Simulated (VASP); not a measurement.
# SnTe (F-43m) in VASP: a series of runs

The runs below take SnTe through G0W0 quasiparticle levels, with PBE.

Everything below comes from runs of VASP 6.6.1. Logs are shortened: lines on timing, memory, paths and dates and some standing lists are left out, and cuts for length are marked.

## 1. Starting point

Symmetry: F-43m, No. 216, cubic system. Conventional cell: a = 7.222 Å, b = 7.222 Å, c = 7.222 Å, α = 90.00°, β = 90.00°, γ = 90.00°. Te (site symmetry -43m) is surrounded by 4 Sn at 3.13 Å. Sn (site symmetry -43m) is surrounded by 4 Te at 3.13 Å.

Measurements of this composition are mostly on another form, of space group No. 225.

## 2. G0W0 quasiparticle levels, PBE

File POSCAR:

```
SnTe
1.0
    0.0000000000      3.6111460000      3.6111460000
    3.6111460000      0.0000000000      3.6111460000
    3.6111460000      3.6111460000      0.0000000000
Te Sn
1 1
Direct
    0.2500000000      0.2500000000      0.2500000000
    0.0000000000      0.0000000000      0.0000000000
```

File INCAR.step1:

```
PREC = Accurate
ENCUT = 450
EDIFF = 1E-8
ISMEAR = 0
SIGMA = 0.01
LREAL = F
LASPH = T
NELM = 100
ALGO = Fast
LWAVE = T
LCHARG = F
GGA = PE
```

File INCAR.step2:

```
PREC = Accurate
ENCUT = 450
EDIFF = 1E-8
ISMEAR = 0
SIGMA = 0.01
LREAL = F
LASPH = T
NELM = 1
ALGO = Exact
LWAVE = T
LCHARG = F
GGA = PE
NBANDS = 123
LOPTICS = T
ISTART = 1
```

File INCAR.step3:

```
PREC = Accurate
ENCUT = 450
EDIFF = 1E-8
ISMEAR = 0
SIGMA = 0.01
LREAL = F
LASPH = T
ALGO = EVGW0
LWAVE = F
LCHARG = F
GGA = PE
NELMGW = 1
NBANDS = 123
ENCUTGW = 200
NOMEGA = 48
PRECFOCK = Fast
ISTART = 1
NBANDSGW = 18
```

File KPOINTS:

```
regular mesh
0
Gamma
  2 2 2
```

Potentials or basis: VASP PAW PBE potentials, release 64 (Te_GW, Sn_d_GW).

The run is started by

```
$ cat potpaw_PBE.64/Te_GW/POTCAR potpaw_PBE.64/Sn_d_GW/POTCAR > POTCAR
$ cp INCAR.step1 INCAR
$ mpirun -np 1 vasp_std > vasp.out
$ cp INCAR.step2 INCAR
$ mpirun -np 1 vasp_std > vasp.out
$ cp INCAR.step3 INCAR
$ mpirun -np 1 vasp_std > vasp.out
```

OUTCAR:

```text
PREC = Accurate
   ENCUT = 450
   EDIFF = 1E-8
   ISMEAR = 0
   LREAL = F
   LASPH = T
   GGA = PE
   NELMGW = 1
   ENCUTGW = 200
   PRECFOCK = Fast
   ISTART = 1

 Found      3 irreducible k-points:

 Following reciprocal coordinates:
            Coordinates               Weight
  0.000000  0.000000  0.000000      1.000000
  0.500000  0.000000  0.000000      4.000000
  0.500000  0.500000  0.000000      3.000000
   k-points           NKPTS =      3   k-points in BZ     NKDIM =      8   number of bands    NBANDS=    123
   number of dos      NEDOS =    301   number of ions     NIONS =      2
   total plane-waves  NPLWV =  46656
   dimension x,y,z NGX =    36 NGY =   36 NGZ =   36
   dimension x,y,z NGXF=    72 NGYF=   72 NGZF=   72
   ions per type =               1   1
   NGX,Y,Z   is equivalent  to a cutoff of  11.72, 11.72, 11.72 a.u.
   NGXF,Y,Z  is equivalent  to a cutoff of  23.44, 23.44, 23.44 a.u.
 SYSTEM =  unknown system
   PREC   = accura    normal or accurate (medium, high low for compatibility)
   ISTART =      1    job   : 0-new  1-cont  2-samecut
   ICHARG =      0    charge: 1-file 2-atom 10-const
   ISPIN  =      1    spin polarized calculation?
   LNONCOLLINEAR =      F non collinear calculations
   LSORBIT =      F    spin-orbit coupling
   LASPH  =      T    aspherical Exc in radial PAW
   ENCUT  =  450.0 eV  33.07 Ry    5.75 a.u.   8.83  8.83  8.83*2*pi/ulx,y,z
   NELM   =     60;   NELMIN=  2; NELMDL=  0     # of ELM steps
   EDIFF  = 0.1E-07   stopping-criterion for ELM
   LREAL  =      F    real-space projection
   EDIFFG = 0.1E-06   stopping-criterion for IOM
   NSW    =      0    number of steps for IOM
   IBRION =     -1    ionic relax: 0-MD 1-quasi-New 2-CG
   NFREE  =      0    steps in history (QN), initial steepest desc. (CG)
   ISIF   =      0    stress and relaxation
   ISYM   =      3    0-nonsym 1-usesym 2-fastsym
   POTIM  = 0.5000    time-step for ionic-motion
   TEBEG  =    0.0;   TEEND  =   0.0 temperature during run
   PSTRESS=    0.0 pullay stress
   NELECT =      20.0000    total number of electrons
   NUPDOWN=      -1.0000    fix difference up-down
   EMIN   =  10.00;   EMAX   =-10.00  energy-range for DOS
   EFERMI =   0.00;   METHOD = LEGACY
   ISMEAR =     0;   SIGMA  =   0.01  broadening in eV -4-tet -1-fermi 0-gaus
   EFERMI_NEDOS =   21; number of points for ismear=-14 and -15
   IALGO  =     38    algorithm
   IMIX   =      4    mixing-type and parameters
     AMIX     =   0.40;   BMIX     =  1.00
     AMIX_MAG =   1.60;   BMIX_MAG =  1.00
  volume/ion in A,a.u.               =      47.09       317.78
  Fermi-wavevector in a.u.,A,eV,Ry     =   0.976704  1.845704 12.979296  0.953951
  Thomas-Fermi vector in A             =   2.107344
   LORBIT       =      0    0 simple, 1 ext, 2 COOP (PROOUT), +10 PAW based schemes
   GGA     = PE    functional components
   LHFCALC =     T    Hartree Fock is set to
   PRECFOCK=fast      Normal, Fast or Accurate (Low or Medium for compatibility)
   ENCUT4O =  -1.0   cutoff for four orbital integrals eV
   NKREDX  =     1    reduce k-point grid by
   NKREDY  =     1    reduce k-point grid by
   NKREDZ  =     1    reduce k-point grid by
   AEXX    =    1.0000 exact exchange contribution
   HFSCREEN=    0.0000 screening length (either q_TF or 0.3 A-1)
   HFSCREENC=   0.0000 screening length for correlation (either q_TF or 0.3 A-1)
   ENCUTFOCK=  -1.0 apply spherical cutoff to Coloumb kernel
   IVDW    =     0    specifies the selected vdW correction
   LEPSILON=     F    determine dielectric tensor
   LRPA    =     F    only Hartree local field effects (RPA)
   LRPAFORCE           =     F    calculate RPA forces
   ENCUTGW             = 200.0    cutoff for response function in eV
   ENCUTGWSOFT         = 160.0    soft cutoff for Coulomb kernel in GW response function in eV
   ENCUTLF             =  -1.0    cutoff for local field effects
   NELMGW              =     1    number of iterations in solving QP/BSE equation
   NELMHF              =     1    number of iterations in the inner HF iteration
   NKREDLFX            =     1    NKREDLFY  =   1   NKREDLFZ  =   1
 non-spin polarized calculation
 Gauss-broadening in eV      SIGMA  =   0.01
  energy-cutoff  :      450.00
  volume of cell :       94.18
 maximum number of plane-waves:      2085
 NGX is ok and might be reduce to    36
  NGX = 20; NGY = 20; NGZ = 20
   NGX = 17   NGY = 17   NGZ = 17
 maximum number of plane-waves:       620

 QP shifts <psi_nk| G(iteration)W_0 |psi_nk>: iteration 1
 for sc-GW calculations column KS-energies equals QP-energies in previous step
 and V_xc(KS)=  KS-energies - (<T + V_ion + V_H > + <T+V_H+V_ion>^1  + <V_x>^1)

 k-point   1 :       0.0000    0.0000    0.0000
  band No.  KS-energies  QP-energies   sigma(KS)   V_xc(KS)     V^pw_x(r,r')   Z            occupation Imag(sigma)

      1     -19.3912     -21.8952     -21.4079     -17.5160     -27.0917       0.6434       2.0000       0.5497
      2     -19.3912     -21.8952     -21.4079     -17.5160     -27.0917       0.6434       2.0000       0.5497
      3     -19.3912     -21.8952     -21.4079     -17.5160     -27.0917       0.6434       2.0000       0.5497
      4     -19.3831     -21.8755     -21.4060     -17.5181     -27.0742       0.6411       2.0000       0.5362
      5     -19.3831     -21.8755     -21.4060     -17.5181     -27.0742       0.6411       2.0000       0.5362
      6      -9.0511      -9.2082     -11.0623     -10.7924     -17.0021       0.5822       2.0000       1.0510
[... 10 lines left out ...]
     17      10.0964      10.0068      -6.1419      -6.0194      -1.7165       0.7322       0.0000      -0.4262
     18      10.0964      10.0068      -6.1419      -6.0194      -1.7165       0.7322       0.0000      -0.4262

 k-point   2 :       0.5000    0.0000    0.0000
  band No.  KS-energies  QP-energies   sigma(KS)   V_xc(KS)     V^pw_x(r,r')   Z            occupation Imag(sigma)

      1     -19.3924     -21.8838     -21.3914     -17.5135     -27.0867       0.6424       2.0000       0.5526
      2     -19.3899     -21.9056     -21.4077     -17.5180     -27.0897       0.6468       2.0000       0.5474
      3     -19.3899     -21.9056     -21.4077     -17.5180     -27.0897       0.6468       2.0000       0.5474
      4     -19.3828     -21.9110     -21.4047     -17.5186     -27.0746       0.6506       2.0000       0.5346
      5     -19.3828     -21.9110     -21.4047     -17.5186     -27.0746       0.6506       2.0000       0.5346
      6      -8.5104      -8.7119     -11.4156     -11.0867     -16.9979       0.6126       2.0000       0.9573
[... 10 lines left out ...]
     17       9.3938       9.5268      -7.3633      -7.5447      -2.9196       0.7333       0.0000      -0.3675
     18      10.6741      10.8526      -7.6789      -7.9248      -3.0765       0.7258       0.0000      -0.4100

 k-point   3 :       0.5000    0.5000    0.0000
  band No.  KS-energies  QP-energies   sigma(KS)   V_xc(KS)     V^pw_x(r,r')   Z            occupation Imag(sigma)

      1     -19.3945     -21.8792     -21.3867     -17.5098     -27.0826       0.6409       2.0000       0.5586
      2     -19.3884     -21.9141     -21.4072     -17.5210     -27.0914       0.6499       2.0000       0.5441
      3     -19.3884     -21.9141     -21.4072     -17.5210     -27.0914       0.6499       2.0000       0.5441
      4     -19.3830     -21.8855     -21.4043     -17.5180     -27.0736       0.6439       2.0000       0.5351
      5     -19.3830     -21.8855     -21.4043     -17.5180     -27.0736       0.6439       2.0000       0.5351
      6      -8.2902      -8.5129     -11.5767     -11.2166     -17.0086       0.6184       2.0000       0.9279
[... 10 lines left out ...]
     17      10.7115      10.8719      -7.6657      -7.8897      -3.1825       0.7164       0.0000      -0.3356
     18      11.0314      11.2175      -7.6257      -7.8912      -2.9037       0.7008       0.0000      -0.3700
```

It took 97 s on 1 thread of Intel Xeon 6975P-C (Granite Rapids), shared host; peak memory 0.77 GiB.

The run converged, but some of its settings lie outside the range that counts as converged, so its numbers aren't taken as properties of the crystal.

Results:

```
Band gap on the k mesh, mean-field level : 0.81 eV, direct
Quasiparticle gap                        : 1.42 eV
Least direct quasiparticle gap           : 1.42 eV
```

Caveat: the k mesh is coarse (spacing up to 0.75 Å⁻¹), so the values aren't converged; bands, screening cutoff and mesh are small and nothing is extrapolated, so the quasiparticle values aren't converged; spin-orbit coupling is left out, which moves the levels of the heavy elements.

## 3. G0W0 quasiparticle levels, PBE

POSCAR is that of step 2.

INCAR.step1 is that of step 2.

INCAR.step2, as its differences from that of step 2:

```diff
@@ -12,3 +12,3 @@
 GGA = PE
-NBANDS = 123
+NBANDS = 386
 LOPTICS = T
```

INCAR.step3, as its differences from that of step 2:

```diff
@@ -12,4 +12,4 @@
 NELMGW = 1
-NBANDS = 123
-ENCUTGW = 200
+NBANDS = 386
+ENCUTGW = 100
 NOMEGA = 48
```

KPOINTS is that of step 2.

Potentials or basis: VASP PAW PBE potentials, release 64 (Te_GW, Sn_d_GW).

The run is started by

```
$ cat potpaw_PBE.64/Te_GW/POTCAR potpaw_PBE.64/Sn_d_GW/POTCAR > POTCAR
$ cp INCAR.step1 INCAR
$ mpirun -np 1 vasp_std > vasp.out
$ cp INCAR.step2 INCAR
$ mpirun -np 1 vasp_std > vasp.out
$ cp INCAR.step3 INCAR
$ mpirun -np 1 vasp_std > vasp.out
```

OUTCAR:

```text
PREC = Accurate
   ENCUT = 450
   EDIFF = 1E-8
   ISMEAR = 0
   LREAL = F
   LASPH = T
   GGA = PE
   NELMGW = 1
   ENCUTGW = 100
   PRECFOCK = Fast
   ISTART = 1

 Found      3 irreducible k-points:

 Following reciprocal coordinates:
            Coordinates               Weight
  0.000000  0.000000  0.000000      1.000000
  0.500000  0.000000  0.000000      4.000000
  0.500000  0.500000  0.000000      3.000000
   k-points           NKPTS =      3   k-points in BZ     NKDIM =      8   number of bands    NBANDS=    386
   number of dos      NEDOS =    301   number of ions     NIONS =      2
   total plane-waves  NPLWV =  46656
   dimension x,y,z NGX =    36 NGY =   36 NGZ =   36
   dimension x,y,z NGXF=    72 NGYF=   72 NGZF=   72
   ions per type =               1   1
   NGX,Y,Z   is equivalent  to a cutoff of  11.72, 11.72, 11.72 a.u.
   NGXF,Y,Z  is equivalent  to a cutoff of  23.44, 23.44, 23.44 a.u.
 SYSTEM =  unknown system
   PREC   = accura    normal or accurate (medium, high low for compatibility)
   ISTART =      1    job   : 0-new  1-cont  2-samecut
   ICHARG =      0    charge: 1-file 2-atom 10-const
   ISPIN  =      1    spin polarized calculation?
   LNONCOLLINEAR =      F non collinear calculations
   LSORBIT =      F    spin-orbit coupling
   LASPH  =      T    aspherical Exc in radial PAW
   ENCUT  =  450.0 eV  33.07 Ry    5.75 a.u.   8.83  8.83  8.83*2*pi/ulx,y,z
   NELM   =     60;   NELMIN=  2; NELMDL=  0     # of ELM steps
   EDIFF  = 0.1E-07   stopping-criterion for ELM
   LREAL  =      F    real-space projection
   EDIFFG = 0.1E-06   stopping-criterion for IOM
   NSW    =      0    number of steps for IOM
   IBRION =     -1    ionic relax: 0-MD 1-quasi-New 2-CG
   NFREE  =      0    steps in history (QN), initial steepest desc. (CG)
   ISIF   =      0    stress and relaxation
   ISYM   =      3    0-nonsym 1-usesym 2-fastsym
   POTIM  = 0.5000    time-step for ionic-motion
   TEBEG  =    0.0;   TEEND  =   0.0 temperature during run
   PSTRESS=    0.0 pullay stress
   NELECT =      20.0000    total number of electrons
   NUPDOWN=      -1.0000    fix difference up-down
   EMIN   =  10.00;   EMAX   =-10.00  energy-range for DOS
   EFERMI =   0.00;   METHOD = LEGACY
   ISMEAR =     0;   SIGMA  =   0.01  broadening in eV -4-tet -1-fermi 0-gaus
   EFERMI_NEDOS =   21; number of points for ismear=-14 and -15
   IALGO  =     38    algorithm
   IMIX   =      4    mixing-type and parameters
     AMIX     =   0.40;   BMIX     =  1.00
     AMIX_MAG =   1.60;   BMIX_MAG =  1.00
  volume/ion in A,a.u.               =      47.09       317.78
  Fermi-wavevector in a.u.,A,eV,Ry     =   0.976704  1.845704 12.979296  0.953951
  Thomas-Fermi vector in A             =   2.107344
   LORBIT       =      0    0 simple, 1 ext, 2 COOP (PROOUT), +10 PAW based schemes
   GGA     = PE    functional components
   LHFCALC =     T    Hartree Fock is set to
   PRECFOCK=fast      Normal, Fast or Accurate (Low or Medium for compatibility)
   ENCUT4O =  -1.0   cutoff for four orbital integrals eV
   NKREDX  =     1    reduce k-point grid by
   NKREDY  =     1    reduce k-point grid by
   NKREDZ  =     1    reduce k-point grid by
   AEXX    =    1.0000 exact exchange contribution
   HFSCREEN=    0.0000 screening length (either q_TF or 0.3 A-1)
   HFSCREENC=   0.0000 screening length for correlation (either q_TF or 0.3 A-1)
   ENCUTFOCK=  -1.0 apply spherical cutoff to Coloumb kernel
   IVDW    =     0    specifies the selected vdW correction
   LEPSILON=     F    determine dielectric tensor
   LRPA    =     F    only Hartree local field effects (RPA)
   LRPAFORCE           =     F    calculate RPA forces
   ENCUTGW             = 100.0    cutoff for response function in eV
   ENCUTGWSOFT         =  80.0    soft cutoff for Coulomb kernel in GW response function in eV
   ENCUTLF             =  -1.0    cutoff for local field effects
   NELMGW              =     1    number of iterations in solving QP/BSE equation
   NELMHF              =     1    number of iterations in the inner HF iteration
   NKREDLFX            =     1    NKREDLFY  =   1   NKREDLFZ  =   1
 non-spin polarized calculation
 Gauss-broadening in eV      SIGMA  =   0.01
  energy-cutoff  :      450.00
  volume of cell :       94.18
 maximum number of plane-waves:      2085
 NGX is ok and might be reduce to    36
  NGX = 20; NGY = 20; NGZ = 20
   NGX = 17   NGY = 17   NGZ = 17
 maximum number of plane-waves:       222
 NGX is ok and might be reduce to    18

 QP shifts <psi_nk| G(iteration)W_0 |psi_nk>: iteration 1
 for sc-GW calculations column KS-energies equals QP-energies in previous step
 and V_xc(KS)=  KS-energies - (<T + V_ion + V_H > + <T+V_H+V_ion>^1  + <V_x>^1)

 k-point   1 :       0.0000    0.0000    0.0000
  band No.  KS-energies  QP-energies   sigma(KS)   V_xc(KS)     V^pw_x(r,r')   Z            occupation Imag(sigma)

      1     -19.3912     -21.8163     -21.3041     -17.5160     -27.0917       0.6402       2.0000       0.3418
      2     -19.3912     -21.8163     -21.3041     -17.5160     -27.0917       0.6402       2.0000       0.3418
      3     -19.3912     -21.8163     -21.3041     -17.5160     -27.0917       0.6402       2.0000       0.3418
      4     -19.3831     -21.7898     -21.2950     -17.5181     -27.0742       0.6372       2.0000       0.3267
      5     -19.3831     -21.7898     -21.2950     -17.5181     -27.0742       0.6372       2.0000       0.3267
      6      -9.0511      -9.2712     -11.1686     -10.7924     -17.0021       0.5851       2.0000       1.0283
[... 10 lines left out ...]
     17      10.0964       9.9140      -6.2687      -6.0194      -1.7165       0.7319       0.0000      -0.4215
     18      10.0964       9.9140      -6.2687      -6.0194      -1.7165       0.7319       0.0000      -0.4215
[... 26 lines left out ...]
      1     -19.3945     -21.8013     -21.2827     -17.5098     -27.0826       0.6379       2.0000       0.3501
      2     -19.3884     -21.8343     -21.3041     -17.5210     -27.0914       0.6465       2.0000       0.3352
      3     -19.3884     -21.8343     -21.3041     -17.5210     -27.0914       0.6465       2.0000       0.3352
      4     -19.3830     -21.8001     -21.2947     -17.5180     -27.0736       0.6400       2.0000       0.3260
      5     -19.3830     -21.8001     -21.2947     -17.5180     -27.0736       0.6400       2.0000       0.3260
      6      -8.2902      -8.5857     -11.6901     -11.2166     -17.0086       0.6242       2.0000       0.8920
[... 10 lines left out ...]
     17      10.7115      10.7305      -7.8632      -7.8897      -3.1825       0.7170       0.0000      -0.3257
     18      11.0314      11.0844      -7.8157      -7.8912      -2.9037       0.7015       0.0000      -0.3589
```

OUTCAR.step1:

```text
PREC = Accurate
   ENCUT = 450
   EDIFF = 1E-8
   ISMEAR = 0
   LREAL = F
   LASPH = T
[... 157 lines left out ...]
 -----------------------------------------------------------------------------------
      1.80557      1.80557      1.80557         0.000000      0.000000      0.000000
      0.00000      0.00000      0.00000        -0.000000     -0.000000     -0.000000
 -----------------------------------------------------------------------------------
    total drift:                               -0.000000     -0.000000     -0.000000

  FREE ENERGIE OF THE ION-ELECTRON SYSTEM (eV)
  ---------------------------------------------------
  free  energy   TOTEN  =        -7.3783918528 eV

  energy  without entropy=       -7.3783918528  energy(sigma->0) =       -7.37839185
```

Wall time 83 s (1 thread of Intel Xeon 6975P-C (Granite Rapids), shared host); peak memory 0.67 GiB.

The run converged, but some of its settings lie outside the range that counts as converged, so its numbers aren't taken as properties of the crystal.

Results:

- Band gap on the k mesh, mean-field level: 0.81 eV, direct
- Quasiparticle gap: 1.41 eV
- Least direct quasiparticle gap: 1.41 eV

Caveat: the k mesh is coarse (spacing up to 0.75 Å⁻¹), so the values aren't converged; bands, screening cutoff and mesh are small and nothing is extrapolated, so the quasiparticle values aren't converged; spin-orbit coupling is left out, which moves the levels of the heavy elements.

(Part 1 of 2 ends here.)
